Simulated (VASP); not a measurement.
# AlNi: Hubbard U by linear response

AlNi, Pm-3m (no. 221), 16 atoms in the cell. PBEsol, linear-response Hubbard U; PAW potentials Ni, Al (PBE set).

Shifted element: Ni; Shifted shell (l): 2; Cell repeated: 2 × 2 × 2; Shifts (eV): -0.2, 0.2; Shifts on single spins too: yes.

## Input

INCAR.step1:
```
PREC = Accurate
ENCUT = 450
EDIFF = 1E-7
NELM = 200
ALGO = Normal
ISMEAR = 1
SIGMA = 0.1
LREAL = F
LASPH = T
LMAXMIX = 4
LORBIT = 11
LWAVE = T
LCHARG = T
GGA = PS
ISPIN = 2
MAGMOM = 1.5 1.5 1.5 1.5 1.5 1.5 1.5 1.5 0 0 0 0 0 0 0 0
AMIX = 0.2
BMIX = 1E-4
AMIX_MAG = 0.8
BMIX_MAG = 1E-4
```

INCAR.step2, as INCAR.step1 but for:
```
- LWAVE = T
- LCHARG = T
+ LWAVE = F
+ LCHARG = F
+ LDAU = T
+ LDAUTYPE = 3
+ LDAUL = 2 -1 -1
+ LDAUU = -0.2 0 0
+ LDAUJ = -0.2 0 0
+ LDAUPRINT = 1
+ ISTART = 1
+ ICHARG = 11
```

INCAR.step3, as INCAR.step2 but for:
```
- ICHARG = 11
+ ICHARG = 1
```

INCAR.step4, as INCAR.step3 but for:
```
- LDAUU = -0.2 0 0
- LDAUJ = -0.2 0 0
- ICHARG = 1
+ LDAUU = 0.2 0 0
+ LDAUJ = 0.2 0 0
+ ICHARG = 11
```

INCAR.step5, as INCAR.step4 but for:
```
- ICHARG = 11
+ ICHARG = 1
```

INCAR.step6, as INCAR.step5 but for:
```
- LDAUU = 0.2 0 0
- LDAUJ = 0.2 0 0
- ICHARG = 1
+ LDAUU = -0.2 0 0
+ LDAUJ = 0 0 0
+ ICHARG = 11
```

INCAR.step7, as INCAR.step6 but for:
```
- ICHARG = 11
+ ICHARG = 1
```

INCAR.step8, as INCAR.step7 but for:
```
- LDAUU = -0.2 0 0
- ICHARG = 1
+ LDAUU = 0.2 0 0
+ ICHARG = 11
```

INCAR.step9, as INCAR.step8 but for:
```
- ICHARG = 11
+ ICHARG = 1
```

INCAR.step10, as INCAR.step9 but for:
```
- LDAUU = 0.2 0 0
- LDAUJ = 0 0 0
- ICHARG = 1
+ LDAUU = 0 0 0
+ LDAUJ = -0.2 0 0
+ ICHARG = 11
```

INCAR.step11, as INCAR.step10 but for:
```
- ICHARG = 11
+ ICHARG = 1
```

INCAR.step12, as INCAR.step11 but for:
```
- LDAUJ = -0.2 0 0
- ICHARG = 1
+ LDAUJ = 0.2 0 0
+ ICHARG = 11
```

INCAR.step13, as INCAR.step12 but for:
```
- ICHARG = 11
+ ICHARG = 1
```

KPOINTS:
```
k-points
0
Gamma
  5 5 5
```

POSCAR:
```
AlNi
1.0
    5.7620000000      0.0000000000      0.0000000000
    0.0000000000      5.7620000000      0.0000000000
    0.0000000000      0.0000000000      5.7620000000
Ni Ni Al
1 7 8
Direct
    0.2500000000      0.2500000000      0.2500000000
    0.2500000000      0.2500000000      0.7500000000
    0.2500000000      0.7500000000      0.2500000000
    0.2500000000      0.7500000000      0.7500000000
    0.7500000000      0.2500000000      0.2500000000
    0.7500000000      0.2500000000      0.7500000000
    0.7500000000      0.7500000000      0.2500000000
    0.7500000000      0.7500000000      0.7500000000
    0.0000000000      0.0000000000      0.0000000000
    0.0000000000      0.0000000000      0.5000000000
    0.0000000000      0.5000000000      0.0000000000
    0.0000000000      0.5000000000      0.5000000000
    0.5000000000      0.0000000000      0.0000000000
    0.5000000000      0.0000000000      0.5000000000
    0.5000000000      0.5000000000      0.0000000000
    0.5000000000      0.5000000000      0.5000000000
```

Commands (each step's output is kept before the next begins):
```
cat potpaw_PBE.64/Ni/POTCAR potpaw_PBE.64/Ni/POTCAR potpaw_PBE.64/Al/POTCAR > POTCAR
cp INCAR.step1 INCAR
mpirun -np 8 vasp_std > vasp.out
cp CHGCAR CHGCAR.0
cp WAVECAR WAVECAR.0
cp INCAR.step2 INCAR
mpirun -np 8 vasp_std > vasp.out
cp CHGCAR.0 CHGCAR
cp WAVECAR.0 WAVECAR
cp INCAR.step3 INCAR
mpirun -np 8 vasp_std > vasp.out
cp CHGCAR.0 CHGCAR
cp WAVECAR.0 WAVECAR
cp INCAR.step4 INCAR
mpirun -np 8 vasp_std > vasp.out
cp CHGCAR.0 CHGCAR
cp WAVECAR.0 WAVECAR
cp INCAR.step5 INCAR
mpirun -np 8 vasp_std > vasp.out
cp CHGCAR.0 CHGCAR
cp WAVECAR.0 WAVECAR
cp INCAR.step6 INCAR
mpirun -np 8 vasp_std > vasp.out
cp CHGCAR.0 CHGCAR
cp WAVECAR.0 WAVECAR
cp INCAR.step7 INCAR
mpirun -np 8 vasp_std > vasp.out
cp CHGCAR.0 CHGCAR
cp WAVECAR.0 WAVECAR
cp INCAR.step8 INCAR
mpirun -np 8 vasp_std > vasp.out
cp CHGCAR.0 CHGCAR
cp WAVECAR.0 WAVECAR
cp INCAR.step9 INCAR
mpirun -np 8 vasp_std > vasp.out
cp CHGCAR.0 CHGCAR
cp WAVECAR.0 WAVECAR
cp INCAR.step10 INCAR
mpirun -np 8 vasp_std > vasp.out
cp CHGCAR.0 CHGCAR
cp WAVECAR.0 WAVECAR
cp INCAR.step11 INCAR
mpirun -np 8 vasp_std > vasp.out
cp CHGCAR.0 CHGCAR
cp WAVECAR.0 WAVECAR
cp INCAR.step12 INCAR
mpirun -np 8 vasp_std > vasp.out
cp CHGCAR.0 CHGCAR
cp WAVECAR.0 WAVECAR
cp INCAR.step13 INCAR
mpirun -np 8 vasp_std > vasp.out
```

## Result

- U (eV): 5.1
- U from spin-resolved response (eV): 5.0
- J from spin-resolved response (eV): 0.6
- Bare response (electrons/eV): 0.522
- Relaxed response (electrons/eV): 0.142

Electrons in the shifted shell, density kept fixed:

| Shift (eV) | Electrons |
|---|---|
| -0.20 | 8.368 |
| 0.00 | 8.478 |
| 0.20 | 8.577 |

Electrons in the shifted shell, density relaxed:

| Shift (eV) | Electrons |
|---|---|
| -0.20 | 8.450 |
| 0.00 | 8.478 |
| 0.20 | 8.507 |

Limits: The slopes are limited by the printed digits (0.001 electrons) and by how far each density was converged; the unshifted state keeps only 0.00 muB on the site, started at 1.5, so this U belongs to a low-moment state.

VASP 6.6.1 took 175 s on 8 cores (Intel Xeon 6975P-C (Granite Rapids)), a shared host.
